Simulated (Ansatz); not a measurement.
Crystal: ZnO (zincite).

```xyz
4
Lattice="3.2493 0.0000 0.0000 -1.6247 2.8140 0.0000 0.0000 0.0000 5.2057" Properties=species:S:1:pos:R:3 pbc="T T T"
Zn    1.6247    0.9380    0.0000
Zn    0.0000    1.8760    2.6029
O     0.0000    1.8760    4.5759
O     1.6247    0.9380    1.9730
```

Base run:

- Program: Ansatz 0.2.0
- Functional: LDA
- Potentials or basis: all-electron LAPW, scalar-relativistic
- Cutoff: 397 eV (chosen from the basis error)
- Basis error allowed: 0.002 eV/atom
- k mesh: 9 × 9 × 5
- Occupations: fermi-dirac, width 0.05 eV
- Spin: no spin polarisation

Its results: band gap on the k mesh 0.75 eV, direct; pressure -7.1 GPa; largest force 0.052 eV/Å.

Question: The run is repeated on the same cell with these changes: functional from LDA to PBEsol. What comes out?

Answer: Band gap on the k mesh 0.72 eV, direct; pressure -1.5 GPa; largest force 0.062 eV/Å.

PBEsol binds less tightly than LDA, so the same cell stands under more pressure.
